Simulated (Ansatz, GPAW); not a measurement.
# From spin parameters to the magnetic ion

A crystal has the composition K3M2F7, where M is a 3d element. A calculation (PBE+U, spin-orbit coupling in second variation, Ansatz) gives:

| Quantity | Value |
| --- | --- |
| S | 1 |
| g, averaged over the cell's ions | ⊥ 2.1584, ∥ 2.1622 |
| moment in its sphere | 1.74 μB |

Q: Name the magnetic ion and its oxidation state.

The crystal is K3Ni2F7, space group I4/mmm. The spin sits on Ni, with 6 F at 2.00 to 2.01 Å round it. With the usual charges of the other elements M must be +2. High-spin ions of that charge with S = 1 are d8 and d2, Ni and Ti; the sign of the g shift picks Ni²⁺ d⁸. Low-spin ions are left aside. The shift is positive: in a shell more than half full the orbital moment adds to the spin.

[Hosts, paths, dates, database ids (printed as entryN), source tags and the programs' standing remarks are cut or masked in the printed files.]
